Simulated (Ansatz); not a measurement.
# Si, 8 atoms: a single-point run with an active space on a GPU

Aim: the ground state of Si in a cell of 8 atoms at the typed geometry, followed by an active space, and what it costs in time.

Program: Ansatz 0.2 early development. Level of theory: run time, active space, PBE, PAW. These are calculated values, not measurements.

### Step 1. Starting point

Symmetry: P1, No. 1, triclinic system. The conventional cell has a = 5.431 Å, b = 5.431 Å, c = 5.431 Å, α = 90.00°, β = 90.00°, γ = 90.00°. Around Si (site symmetry 1) lie 4 Si at 2.29 to 2.38 Å. Around Si (site symmetry 1) lie 4 Si at 2.29 to 2.35 Å. Around Si (site symmetry 1) lie 4 Si at 2.35 Å. Si (site symmetry 1) has 4 Si at 2.35 to 2.38 Å as nearest neighbours.

Cell or atoms stand a little off a more symmetric structure (Fd-3m at a tolerance of 0.3 Å), so results at this geometry aren't those of that ideal crystal.

As a file:

```xyz
8
Lattice="5.4310 0.0000 0.0000 0.0000 5.4310 0.0000 0.0000 0.0000 5.4310" Properties=species:S:1:pos:R:3 pbc="T T T"
Si    0.0480    0.0288    0.0216
Si    1.3578    1.3578    1.3578
Si    0.0000    2.7155    2.7155
Si    1.3578    4.0732    4.0732
Si    2.7155    0.0000    2.7155
Si    4.0732    1.3578    4.0732
Si    2.7155    2.7155    0.0000
Si    4.0732    4.0732    1.3578
```

### Step 2. The calculation

input.yaml

```yaml
crystal:
  lattice:
    - [5.4310, 0.0000, 0.0000]
    - [0.0000, 5.4310, 0.0000]
    - [0.0000, 0.0000, 5.4310]
  atoms:
    - { symbol: Si, position: [0.00883815, 0.00530289, 0.00397717] }
    - { symbol: Si, position: [0.25000000, 0.25000000, 0.25000000] }
    - { symbol: Si, position: [0.00000000, 0.50000000, 0.50000000] }
    - { symbol: Si, position: [0.25000000, 0.75000000, 0.75000000] }
    - { symbol: Si, position: [0.50000000, 0.00000000, 0.50000000] }
    - { symbol: Si, position: [0.75000000, 0.25000000, 0.75000000] }
    - { symbol: Si, position: [0.50000000, 0.50000000, 0.00000000] }
    - { symbol: Si, position: [0.75000000, 0.75000000, 0.25000000] }
  symmetry: { detect: false }
kpoints: { mp_grid: { grid: [1, 1, 1], shift: [0.5, 0.5, 0.5] } }
hamiltonian: { xc: pbe, pseudopotentials: { kind: paw, source: ansatz } }
scf: { max_iter: 300, convergence: { dr2_threshold: 1.0e-9 eV }, occupations: { method: fixed } }
output: { active_space: { virtuals_per_pair: 4 } }
```

On the command line:

```bash
$ ansatz run input --backend cuda --devices 1 --threads 11 --events-out ev
```

**Question.** What will these runs give? Wanted: free energy; electrons solved for; SCF passes in all.

The runs gave:

| quantity | value |
| --- | --- |
| time per pass of the first SCF | 0.032 s |
| free energy | -5075.6001 eV (-634.4500 eV/atom) |
| electrons solved for | 32 |
| SCF passes in all | 10 |
| wall time | 4 s (1 × NVIDIA GB300 with 11 threads of Arm Neoverse V2 (Grace), shared host) |

**Reading.** The largest share of the engine's clock (82 %) was the work after the first SCF (an active space). The k sampling stands for a supercell only 5 Å thick at its thinnest, so the values belong to these settings.
